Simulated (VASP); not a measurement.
AgCl in VASP 6.6.1, single-point calculation

INCAR

```
NSW = 0
AMIX = 0.2
IMIX = 1
ISIF = 2
LASPH = .TRUE.
SIGMA = 0.02
GGA = PE
ENCUT = 520
LWAVE = .FALSE.
NELM = 87
PREC = Accurate
IBRION = -1
LREAL = .FALSE.
LCHARG = .FALSE.
EDIFF = 1E-7
ISMEAR = -1
NBANDS = 16
```

KPOINTS

```
KPOINTS created by Atomic Simulation Environment
0
Gamma
8 8 8
0 0 0
```

POSCAR

```
Ag Cl
 1.0000000000000000
     0.0000000000000000    3.1204591353000000    2.9932461729000002
     3.1204591353000000    0.0000000000000000    2.9932461729000002
     3.1204591353000000    3.1204591353000000    0.0000000000000000
 Ag  Cl
   1   1
Cartesian
  0.0000000000000000  0.0000000000000000  0.0000000000000000
  1.5602295676499998  1.5602295676499998  1.4966230864500003
```

The recommended PBE PAW datasets give the neutral cell 18 valence electrons.

Command

```
mpirun -np 1 vasp_std
```

OSZICAR

```
N       E                     dE             d eps       ncg     rms          rms(c)
DAV:   1     0.999562925649E+02    0.99956E+02   -0.82130E+03  1920   0.968E+02
DAV:   2    -0.110861984220E+01   -0.10106E+03   -0.93367E+02  2296   0.210E+02
DAV:   3    -0.560712632518E+01   -0.44985E+01   -0.44866E+01  2408   0.466E+01
DAV:   4    -0.564686325151E+01   -0.39737E-01   -0.39732E-01  2528   0.470E+00
DAV:   5    -0.564755787096E+01   -0.69462E-03   -0.69461E-03  2344   0.621E-01    0.462E+00
DAV:   6    -0.551118270743E+01    0.13638E+00   -0.73945E-02  2576   0.329E+00    0.385E+00
DAV:   7    -0.546513759998E+01    0.46045E-01   -0.56938E-02  2392   0.208E+00    0.332E+00
DAV:   8    -0.544931491759E+01    0.15823E-01   -0.94592E-03  2528   0.101E+00    0.274E+00
DAV:   9    -0.544337274192E+01    0.59422E-02   -0.48659E-03  2400   0.616E-01    0.226E+00
DAV:  10    -0.544106765141E+01    0.23051E-02   -0.12928E-03  2392   0.341E-01    0.182E+00
...
DAV:  34    -0.544030137455E+01   -0.93012E-06   -0.10312E-07  1944   0.209E-03    0.774E-03
DAV:  35    -0.544030206530E+01   -0.69076E-06   -0.79243E-08  1760   0.188E-03    0.623E-03
DAV:  36    -0.544030257809E+01   -0.51279E-06   -0.59075E-08  1760   0.166E-03    0.503E-03
DAV:  37    -0.544030295843E+01   -0.38034E-06   -0.42702E-08  1752   0.141E-03    0.407E-03
DAV:  38    -0.544030324012E+01   -0.28169E-06   -0.31185E-08  1704   0.120E-03    0.330E-03
DAV:  39    -0.544030344843E+01   -0.20831E-06   -0.23007E-08  1744   0.103E-03    0.268E-03
DAV:  40    -0.544030360230E+01   -0.15386E-06   -0.16995E-08  1712   0.880E-04    0.218E-03
DAV:  41    -0.544030371581E+01   -0.11351E-06   -0.12582E-08  1672   0.755E-04    0.178E-03
DAV:  42    -0.544030379941E+01   -0.83600E-07   -0.93044E-09  1632   0.647E-04
   1 F= -.54403038E+01 E0= -.54403038E+01  d E =-.190596E-10
```

From OUTCAR

```
k-points           NKPTS =     59   k-points in BZ     NKDIM =     59   number of bands    NBANDS=     16

   NELECT =      18.0000    total number of electrons

   dimension x,y,z NGX =    32 NGY =   32 NGZ =   36
   dimension x,y,z NGXF=    64 NGYF=   64 NGZF=   72

  energy-cutoff  :      520.00
  volume of cell :       58.29
      direct lattice vectors                 reciprocal lattice vectors
     0.000000000  3.120459135  2.993246173    -0.160232831  0.160232831  0.167042726
     3.120459135  0.000000000  2.993246173     0.160232831 -0.160232831  0.167042726
     3.120459135  3.120459135  0.000000000     0.160232831  0.160232831 -0.167042726

 k-points in reciprocal lattice and weights: KPOINTS created by Atomic Simulation Env
   0.00000000  0.00000000  0.00000000       0.002
   0.12500000  0.00000000  0.00000000       0.016
   0.25000000  0.00000000  0.00000000       0.016
   0.37500000  0.00000000  0.00000000       0.016
   0.50000000  0.00000000  0.00000000       0.008
   0.12500000  0.12500000  0.00000000       0.004
   0.25000000  0.12500000  0.00000000       0.016
   0.37500000  0.12500000  0.00000000       0.016
   ...

 E-fermi :   1.3427

 k-point     1 :       0.0000    0.0000    0.0000
  band No.  band energies     occupation
      1     -13.4635      2.00000
      2      -2.6697      2.00000
      3      -2.6697      2.00000
      4      -2.6356      2.00000
      5      -0.9494      2.00000
      6      -0.9161      2.00000
      7       0.9234      2.00000
      8       0.9234      2.00000
      9       0.9708      2.00000
     10       2.2910      0.00000
     11       9.0921      0.00000
     12       9.0921      0.00000
     13       9.1231      0.00000
     14      13.2856      0.00000
     15      13.3651      0.00000
     16      13.7051      0.00000

 k-point     2 :       0.1250    0.0000    0.0000
  band No.  band energies     occupation
      1     -13.4431      2.00000
      2      -2.6969      2.00000
      3      -2.6464      2.00000
      4      -2.6129      2.00000
      5      -0.9503      2.00000
      6      -0.9214      2.00000
      7       0.5810      2.00000
      8       0.8613      2.00000
      9       0.8935      2.00000
     10       2.7587      0.00000
     11       8.6196      0.00000
     12       9.1986      0.00000
     13       9.2564      0.00000
     14      12.8153      0.00000
     15      13.0784      0.00000
     16      13.8992      0.00000

 k-point     3 :       0.2500    0.0000    0.0000
  band No.  band energies     occupation
      1     -13.3934      2.00000
      2      -2.7421      2.00000
      3      -2.5921      2.00000
      4      -2.5443      2.00000
      5      -0.9382      2.00000
      6      -0.9230      2.00000
      7      -0.0336      2.00000
      8       0.7020      2.00000
      9       0.7285      2.00000
     10       3.6342      0.00000
     11       7.9021      0.00000
     12       9.3448      0.00000
     13       9.5158      0.00000
     14      12.6437      0.00000
     15      12.7204      0.00000
     16      13.2928      0.00000

 ...

  Total       -0.5265595     -0.5265595     -0.4442417      0.0000000      0.0000000      0.0000000
  in kB      -14.4726676    -14.4726676    -12.2101348      0.0000000      0.0000000      0.0000000
  external PRESSURE =     -13.7184900 kB  Pullay stress =       0.0000000 kB

 POSITION                                       TOTAL-FORCE (eV/Angst)
 -----------------------------------------------------------------------------------
      0.00000      0.00000      0.00000         0.000000     -0.000000     -0.000000
      1.56023      1.56023      1.49662        -0.000000      0.000000      0.000000
 -----------------------------------------------------------------------------------
    total drift:                               -0.000001     -0.000001      0.000002

  FREE ENERGIE OF THE ION-ELECTRON SYSTEM (eV)
  ---------------------------------------------------
  free  energy   TOTEN  =        -5.4403037994 eV

  energy  without entropy=       -5.4403037994  energy(sigma->0) =       -5.44030380
```

It converged. Results: gap between bands v and c on the k mesh 1.32 eV; least direct gap on the k mesh 1.32 eV; pressure -1.4 GPa. Band v is the last that the valence electrons fill when counted band by band, and c is the next.

For comparison, a separate PBE run of the intended cell, on usual settings and not on those above, gives a gap of 1.32 eV on its mesh and a pressure of -1.4 GPa.

The run above took about 2.4 min on one core of a shared host (Intel Xeon Platinum 8488C) and held 0.21 GiB at most.
